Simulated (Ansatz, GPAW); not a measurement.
## One calculation of ZrC, 3 ways

```
Zr C
1.0
     0.00000    2.36500    2.36500
     2.36500    0.00000    2.36500
     2.36500    2.36500    0.00000
Zr C
1 1
Direct
  0.50000 0.50000 0.50000
  0.00000 0.00000 0.00000
```

Alike in all runs: task single point; functional PBE; k mesh 10 × 10 × 10; occupations gaussian, width 0.015 eV; no spin polarisation; no spin-orbit coupling. Pressure is positive in compression and, in plane waves, holds the error of the finite cutoff, which Ansatz's Pulay term estimates and takes out.

```json
{"program and potentials": "Ansatz, Ansatz PAW", "plane-wave cutoff (eV)": "420", "notes": "Pulay term of +0.20 GPa included", "pressure (GPa)": "-2.96"}
{"program and potentials": "GPAW, GPAW PAW data sets (gpaw-data 1.2.1)", "plane-wave cutoff (eV)": "800", "notes": "-", "pressure (GPa)": "-3.88"}
{"program and potentials": "Ansatz, all-electron LAPW, scalar-relativistic", "plane-wave cutoff (eV)": "-", "notes": "-", "pressure (GPa)": "-2.90"}
```

The pressure spans -3.88 (GPAW, GPAW PAW data sets (gpaw-data 1.2.1)) to -2.90 GPa (Ansatz, all-electron LAPW, scalar-relativistic), with all-electron results at -2.90.

Differences between rows come from potentials, basis sets and numerical settings, since the functional is the same but for its coding. Runs on potential files found faulty are left out.
